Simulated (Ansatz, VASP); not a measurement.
## Two plane-wave programs on Ga

```
Ga
1.0
    -2.99370    2.99370    2.99370
     2.99370   -2.99370    2.99370
     2.99370    2.99370   -2.99370
Ga
6
Direct
  0.25000 0.62500 0.37500
  0.37500 0.25000 0.62500
  0.75000 0.87500 0.12500
  0.12500 0.75000 0.87500
  0.62500 0.37500 0.25000
  0.87500 0.12500 0.75000
```

Alike in both runs: functional r2SCAN; k mesh 8 × 8 × 8; occupations gaussian, width 0.1 eV; no spin polarisation.

Ansatz relaxed the structure, and its values are those at the end. VASP's run is a single point on that final structure, the one shown.

|  | VASP | Ansatz |
| --- | --- | --- |
| version | VASP 6.6.1 | Ansatz 0.2.0 |
| potentials or method | VASP PAW PBE potentials, release 64 (Ga_d) | scalar-relativistic, plane waves, PAW |
| plane-wave cutoff (eV) | 520 | 500 |
| valence electrons in the cell | 78 | 78 |

```tsv
	VASP	Ansatz	Ansatz less VASP
gap on the k mesh at the Fermi level (eV)	none	none	-
pressure (GPa)	0.1	0.0	-0.08
```

A gap of «none» marks a metal or a gap that the smearing closes.

Caveats: the PAW data sets were made with another functional, which shifts forces and pressure a little (VASP).
